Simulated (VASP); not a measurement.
# H2 in VASP: notebook

Aim: see how the results for H2 move with the level of theory and the settings. Levels: PBE+D3(BJ), r2SCAN, HSE06. Tasks: single point.

Program: VASP 6.6.1. These are calculated values, not measurements. Logs are shortened: lines on timing, memory, paths and dates and some standing lists are left out, and cuts for length are marked.

**1. The molecule as given**

The cell holds a molecule in a box, 2 atoms: a = 10.000 Å, b = 10.000 Å, c = 10.000 Å, α = 90.00°, β = 90.00°, γ = 90.00°.

**2. Single point, PBE+D3(BJ)**

File INCAR:

```
SYSTEM = H
PREC = Accurate
ENCUT = 450
EDIFF = 1E-6
ISMEAR = 0
SIGMA = 0.02
LREAL = .FALSE.
LASPH = .TRUE.
NELM = 100
ALGO = Fast
ISIF = 2
LWAVE = .FALSE.
LCHARG = .TRUE.
GGA = PE
IVDW = 12
LELF = .TRUE.
LVHAR = .TRUE.
LVACPOTAV = .TRUE.
```

File KPOINTS:

```
Automatic mesh
0
G
  1 1 1
  0 0 0
```

File POSCAR:

```
H
1.0
   10.0000000000      0.0000000000      0.0000000000
    0.0000000000     10.0000000000      0.0000000000
    0.0000000000      0.0000000000     10.0000000000
H
2
Direct
    0.5000000000      0.5000000000      0.4570000000
    0.5000000000      0.5000000000      0.5430000000
```

Potentials or basis: VASP PAW PBE potentials, release 64 (H).

On the command line:

```
> cat potpaw_PBE.64/H/POTCAR > POTCAR
> mpirun -np 1 vasp_std > vasp.out
```

OUTCAR:

```text
SYSTEM = H
   PREC = Accurate
   ENCUT = 450
   EDIFF = 1E-6
   ISMEAR = 0
   LREAL = .FALSE.
   LASPH = .TRUE.
   NELM = 100
   ISIF = 2
   GGA = PE
   IVDW = 12
 IVDW          = 12

 ion  position               nearest neighbor table
   1  0.500  0.500  0.457-   2 0.86
   2  0.500  0.500  0.543-   1 0.86

  LATTYP: Found a simple cubic cell.
 ALAT       =    10.0000000000

  Lattice vectors:

 A1 = (  10.0000000000,   0.0000000000,   0.0000000000)
 A2 = (   0.0000000000,  10.0000000000,   0.0000000000)
 A3 = (   0.0000000000,   0.0000000000,  10.0000000000)

Analysis of symmetry for initial positions (statically):
=====================================================================
 Subroutine PRICEL returns:
 Original cell was already a primitive cell.

 Routine SETGRP: Setting up the symmetry group for a
 simple cubic supercell.

 Subroutine GETGRP returns: Found 16 space group operations
 (whereof 16 operations were pure point group operations)
 out of a pool of 48 trial point group operations.

The static configuration has the point symmetry D_4h.

Analysis of symmetry for dynamics (positions and initial velocities):
=====================================================================
 Subroutine PRICEL returns:
 Original cell was already a primitive cell.

 Routine SETGRP: Setting up the symmetry group for a
 simple cubic supercell.

 Subroutine GETGRP returns: Found 16 space group operations
 (whereof 16 operations were pure point group operations)
 out of a pool of 48 trial point group operations.

The dynamic configuration has the point symmetry D_4h.

 Subroutine INISYM returns: Found 16 space group operations
 (whereof 16 operations are pure point group operations),
 and found     1 'primitive' translations

----------------------------------------------------------------------------------------

                                     Primitive cell

  volume of cell :    1000.0000

  direct lattice vectors                    reciprocal lattice vectors
    10.000000000  0.000000000  0.000000000     0.100000000  0.000000000  0.000000000
     0.000000000 10.000000000  0.000000000     0.000000000  0.100000000  0.000000000
     0.000000000  0.000000000 10.000000000     0.000000000  0.000000000  0.100000000

  length of vectors
    10.000000000 10.000000000 10.000000000     0.100000000  0.100000000  0.100000000

  position of ions in fractional coordinates (direct lattice)
     0.500000000  0.500000000  0.457000000
     0.500000000  0.500000000  0.543000000

  ion indices of the primitive-cell ions
   primitive index   ion index
                 1           1
                 2           2

----------------------------------------------------------------------------------------

 KPOINTS: Automatic mesh

Automatic generation of k-mesh.
 Grid dimensions read from file:
 generate k-points for:    1    1    1

 Generating k-lattice:

  Cartesian coordinates                     Fractional coordinates (reciprocal lattice)
     0.100000000  0.000000000  0.000000000     1.000000000  0.000000000  0.000000000
     0.000000000  0.100000000  0.000000000     0.000000000  1.000000000  0.000000000
     0.000000000  0.000000000  0.100000000     0.000000000  0.000000000  1.000000000

  Length of vectors
     0.100000000  0.100000000  0.100000000

  Shift w.r.t. Gamma in fractional coordinates (k-lattice)
     0.000000000  0.000000000  0.000000000

 Subroutine IBZKPT returns following result:
 ===========================================

 Found      1 irreducible k-points:

 Following reciprocal coordinates:
            Coordinates               Weight
  0.000000  0.000000  0.000000      1.000000
   k-points           NKPTS =      1   k-points in BZ     NKDIM =      1   number of bands    NBANDS=      5
   number of dos      NEDOS =    301   number of ions     NIONS =      2
   total plane-waves  NPLWV = 343000
   dimension x,y,z NGX =    70 NGY =   70 NGZ =   70
   dimension x,y,z NGXF=   140 NGYF=  140 NGZF=  140
   ions per type =               2
   NGX,Y,Z   is equivalent  to a cutoff of  11.64, 11.64, 11.64 a.u.
   NGXF,Y,Z  is equivalent  to a cutoff of  23.27, 23.27, 23.27 a.u.
 SYSTEM =  H
   PREC   = accura    normal or accurate (medium, high low for compatibility)
   ISTART =      0    job   : 0-new  1-cont  2-samecut
   ICHARG =      2    charge: 1-file 2-atom 10-const
   ISPIN  =      1    spin polarized calculation?
   LNONCOLLINEAR =      F non collinear calculations
   LSORBIT =      F    spin-orbit coupling
   LASPH  =      T    aspherical Exc in radial PAW
   ENCUT  =  450.0 eV  33.07 Ry    5.75 a.u.  17.30 17.30 17.30*2*pi/ulx,y,z
   NELM   =    100;   NELMIN=  2; NELMDL= -5     # of ELM steps
   EDIFF  = 0.1E-05   stopping-criterion for ELM
   LREAL  =      F    real-space projection
   EDIFFG = 0.1E-04   stopping-criterion for IOM
   NSW    =      0    number of steps for IOM
   IBRION =     -1    ionic relax: 0-MD 1-quasi-New 2-CG
   NFREE  =      0    steps in history (QN), initial steepest desc. (CG)
   ISIF   =      2    stress and relaxation
   ISYM   =      2    0-nonsym 1-usesym 2-fastsym
   POTIM  = 0.5000    time-step for ionic-motion
   TEBEG  =    0.0;   TEEND  =   0.0 temperature during run
   PSTRESS=    0.0 pullay stress
   NELECT =       2.0000    total number of electrons
   NUPDOWN=      -1.0000    fix difference up-down
   EMIN   =  10.00;   EMAX   =-10.00  energy-range for DOS
   EFERMI =   0.00;   METHOD = LEGACY
   ISMEAR =     0;   SIGMA  =   0.02  broadening in eV -4-tet -1-fermi 0-gaus
   EFERMI_NEDOS =   21; number of points for ismear=-14 and -15
   IALGO  =     68    algorithm
   IMIX   =      4    mixing-type and parameters
     AMIX     =   0.40;   BMIX     =  1.00
     AMIX_MAG =   1.60;   BMIX_MAG =  1.00
  volume/ion in A,a.u.               =     500.00      3374.17
  Fermi-wavevector in a.u.,A,eV,Ry     =   0.206261  0.389778  0.578844  0.042544
  Thomas-Fermi vector in A             =   0.968418
   LORBIT       =      0    0 simple, 1 ext, 2 COOP (PROOUT), +10 PAW based schemes
   GGA     = PE    functional components
   LHFCALC =     F    Hartree Fock is set to
   AEXX    =    0.0000 exact exchange contribution
   IVDW    =    12    specifies the selected vdW correction
   LEPSILON=     F    determine dielectric tensor
   LRPA    =     F    only Hartree local field effects (RPA)
 non-spin polarized calculation
 RMM-DIIS sequential band-by-band and
 Gauss-broadening in eV      SIGMA  =   0.02
  energy-cutoff  :      450.00
  volume of cell :     1000.00
 maximum number of plane-waves:     21823
 NGX is ok and might be reduce to    70
   NGX = 35   NGY = 35   NGZ = 35

 number of electron       2.0000006 magnetization

 Free energy of the ion-electron system (eV)
  ---------------------------------------------------
  ext. energy  EPLUGINS =         0.00000000
  ---------------------------------------------------
  free energy    TOTEN  =        -6.60302804 eV

  energy without entropy =       -6.60302804  energy(sigma->0) =       -6.60302804

 E-fermi :  -9.7193     XC(G=0):  -0.4147

 val. band max:       -9.8170703812   @ k =   0.0000   0.0000   0.0000
 cond. band min:      -0.1858532955   @ k =   0.0000   0.0000   0.0000
 fundamental gap:      9.6312170857
 Fermi energy:        -9.7192832584

 k-point     1 :       0.0000    0.0000    0.0000
  band No.  band energies     occupation
      1      -9.8171      2.00000
      2      -0.1859      0.00000
      3      -0.0297      0.00000
      4       0.8993      0.00000
      5       0.8993      0.00000

------------------------ aborting loop because EDIFF is reached ----------------------------------------

 Edisp (eV)   -0.00395

 E8    (eV) :    -0.0008

  FORCE on cell =-STRESS in cart. coord.  units (eV):
  Direction    XX          YY          ZZ          XY          YZ          ZX
  --------------------------------------------------------------------------------------
  -------------------------------------------------------------------------------------
  Total      -0.05972    -0.05972    -2.35631     0.00000     0.00000    -0.00000
  in kB      -0.09568    -0.09568    -3.77523     0.00000     0.00000    -0.00000
  external pressure =       -1.32 kB  Pullay stress =        0.00 kB

 VOLUME and BASIS-vectors are now :
 -----------------------------------------------------------------------------
  energy-cutoff  :      450.00
  volume of cell :     1000.00
      direct lattice vectors                 reciprocal lattice vectors
    10.000000000  0.000000000  0.000000000     0.100000000  0.000000000  0.000000000
     0.000000000 10.000000000  0.000000000     0.000000000  0.100000000  0.000000000
     0.000000000  0.000000000 10.000000000     0.000000000  0.000000000  0.100000000

 POSITION                                       TOTAL-FORCE (eV/Angst)
 -----------------------------------------------------------------------------------
      5.00000      5.00000      4.57000        -0.000000      0.000000      2.667832
      5.00000      5.00000      5.43000         0.000000     -0.000000     -2.667832
 -----------------------------------------------------------------------------------
    total drift:                                0.000000      0.000000      0.000000

  FREE ENERGIE OF THE ION-ELECTRON SYSTEM (eV)
  ---------------------------------------------------
  free  energy   TOTEN  =        -6.6069778842 eV

  energy  without entropy=       -6.6069778842  energy(sigma->0) =       -6.60697788
```

It took 45 s on 1 thread of AMD EPYC 7R13 (Zen 3), shared host; peak memory 0.6 GiB.

Results:

```
Free energy                     : -6.6070 eV
Largest force                   : 2.668 eV/Å
Gap between the frontier levels : 9.63 eV
Dispersion energy per atom      : -0.002 eV
```

Forces on the atoms (eV/Å):
```
H    0.000  0.000  2.668
H    0.000  0.000 -2.668
```

As with any semilocal functional, this PBE gap is likely too small.

**3. Single point, r2SCAN**

Changes to INCAR since step 2:

```diff
@@ -9,3 +9,3 @@
 NELM = 100
-ALGO = Fast
+ALGO = Normal
 ISIF = 2
@@ -13,4 +13,4 @@
 LCHARG = .TRUE.
-GGA = PE
-IVDW = 12
+METAGGA = R2SCAN
+LMIXTAU = .TRUE.
 LELF = .TRUE.
```

KPOINTS is that of step 2.

POSCAR is that of step 2.

Potentials or basis: VASP PAW PBE potentials, release 64 (H).

On the command line:

```
> cat potpaw_PBE.64/H/POTCAR > POTCAR
> mpirun -np 1 vasp_std > vasp.out
```

Wall time 4.8 min (1 thread of AMD EPYC 7R13 (Zen 3), shared host); peak memory 0.71 GiB.

Results (log left out):

| Property | Result |
| --- | --- |
| Free energy | -6.7065 eV |
| Largest force | 2.986 eV/Å |
| Gap between the frontier levels | 10.33 eV |

Forces in eV/Å, atoms in the order of the input:
```
H    0.000  0.000  2.986
H    0.000  0.000 -2.986
```

Levels at points of the mesh, in eV from the valence-band top:
```csv
k point,band 1,band 2,band 3,band 4,band 5
"(0.00, 0.00, 0.00)",0.00,10.33,10.91,11.71,11.71
```

Caveat: the PAW data sets were made with another functional, which shifts forces and pressure a little. r2SCAN opens gaps a little over a GGA but as a rule still falls short of measured ones.

**4. Single point, HSE06**

POSCAR is that of step 3.

File INCAR.step1:

```
SYSTEM = H
PREC = Accurate
ENCUT = 450
EDIFF = 1E-5
ISMEAR = 0
SIGMA = 0.02
LREAL = .FALSE.
LASPH = .TRUE.
NELM = 100
ALGO = Normal
ISIF = 2
LWAVE = .TRUE.
GGA = PE
```

File INCAR.step2:

```
SYSTEM = H
PREC = Accurate
ENCUT = 450
EDIFF = 1E-6
ISMEAR = 0
SIGMA = 0.02
LREAL = .FALSE.
LASPH = .TRUE.
NELM = 100
ALGO = Normal
ISIF = 2
LWAVE = .FALSE.
LCHARG = .TRUE.
GGA = PE
LHFCALC = .TRUE.
HFSCREEN = 0.2
PRECFOCK = Normal
LELF = .TRUE.
LVHAR = .TRUE.
LVACPOTAV = .TRUE.
ISTART = 1
```

KPOINTS is that of step 3.

On the command line:

```
> cat potpaw_PBE.64/H/POTCAR > POTCAR
> cp INCAR.step1 INCAR
> mpirun -np 1 vasp_std > vasp.out
> cp INCAR.step2 INCAR
> mpirun -np 1 vasp_std > vasp.out
```

It took 67 s on 1 thread of AMD EPYC 7R13 (Zen 3), shared host; peak memory 0.68 GiB.

The run converged. Its results:

```yaml
Free_energy: -7.6402 eV
Largest_force: 2.916 eV/Å
Gap_between_the_frontier_levels: 10.72 eV
```

Forces in eV/Å, atoms in the order of the input:
```
H    0.000  0.000  2.916
H    0.000  0.000 -2.916
```

Levels at points of the mesh, in eV from the valence-band top:
| k point | band 1 | band 2 | band 3 | band 4 | band 5 |
| --- | --- | --- | --- | --- | --- |
| (0.00, 0.00, 0.00) | 0.00 | 10.72 | 11.22 | 11.90 | 11.90 |

Caveat: the PAW data sets were made with another functional, which shifts forces and pressure a little.

**5. Overview**

| level | further INCAR settings | grid for exact exchange (PRECFOCK) | screening parameter | gap on the mesh (eV) | largest force (eV/Å) |
| --- | --- | --- | --- | --- | --- |
| PBE+D3(BJ) | ALGO = Fast; EDIFF = 1e-06 | - | - | 9.63 | 2.67 |
| r2SCAN | ALGO = Normal; EDIFF = 1e-06 | - | - | 10.33 | 2.99 |
| HSE06 | ALGO = Normal; EDIFF = 1e-06 | Normal | 0.2 1/A | 10.72 | 2.92 |

Alike in all rows: task single point; potentials or basis VASP PAW PBE potentials, release 64 (H); no spin polarisation; cell as given; k mesh 1 × 1 × 1; cutoff (eV) 450; smearing gaussian 0.02 eV.

On the cell as given the gap runs from 9.63 eV (PBE+D3(BJ)) to 10.72 eV (HSE06).

Caveats: the PAW data sets were made with another functional, which shifts forces and pressure a little (some runs).

Total energies depend on the potentials used, so only differences within one code and one set of settings carry meaning.
